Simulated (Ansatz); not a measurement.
# MgS (Niningerite) under changes of volume

One of the cells (17.609 Å³/atom); the others are scaled copies at fixed shape and fractional positions:

```
S Mg
1.0
     0.00000    2.60165    2.60165
     2.60165    0.00000    2.60165
     2.60165    2.60165    0.00000
S Mg
1 1
Cartesian
  2.6016 2.6016 2.6016
  0.0000 0.0000 0.0000
```

| Property | Result |
| --- | --- |
| Program | Ansatz 0.2.0 |
| Functional | PBEsol |
| Potentials or basis | Ansatz PAW |
| Cutoff | 420 eV (not typed: the program's choice for these potentials) |
| k mesh | 9 × 9 × 9 |
| Occupations | fermi-dirac, width 0.05 eV |
| Spin | no spin polarisation |

| volume (Å³/atom) | energy over the lowest point (meV/atom) | pressure (GPa) | gap on the mesh (eV) |
| --- | --- | --- | --- |
| 16.553 | 10.52 | 4.3 | 2.96 |
| 16.905 | 3.25 | 2.4 | 2.91 |
| 17.257 | 0.00 | 0.6 | 2.87 |
| 17.609 | 0.37 | -0.9 | 2.83 |
| 17.962 | 4.01 | -2.3 | 2.79 |
| 18.314 | 10.60 | -3.6 | 2.75 |
| 18.666 | ? | ? | ? |

What does the run at 18.666 Å³/atom give?

Energy over the lowest point 19.85 meV/atom; pressure -4.8 GPa; gap on the mesh 2.71 eV.

Worked out: A Birch-Murnaghan fit of order 3 (a polynomial in V^(-2/3)) to the other rows has its minimum at 17.39 Å³/atom with B0 = V·E''(V) = 78 GPa and B' = 4.1. It gives 19.84 meV/atom at 18.666 Å³/atom, against the run's 19.85, and -dE/dV = -4.8 GPa, against -4.8. A straight line through the other rows of the gap, of slope -2.05 eV per unit of ln V, extrapolates to 2.71 eV, against the run's 2.71.

Energies are extrapolated to zero smearing.

Caveats: odd divisions of the mesh miss points on the zone boundary, where band edges often lie, so the gap on the mesh can be too wide; the PAW data sets come from PBE, with cores solved anew for the run's functional, which leaves a small shift of forces and pressure.

A mesh can miss the band edges.
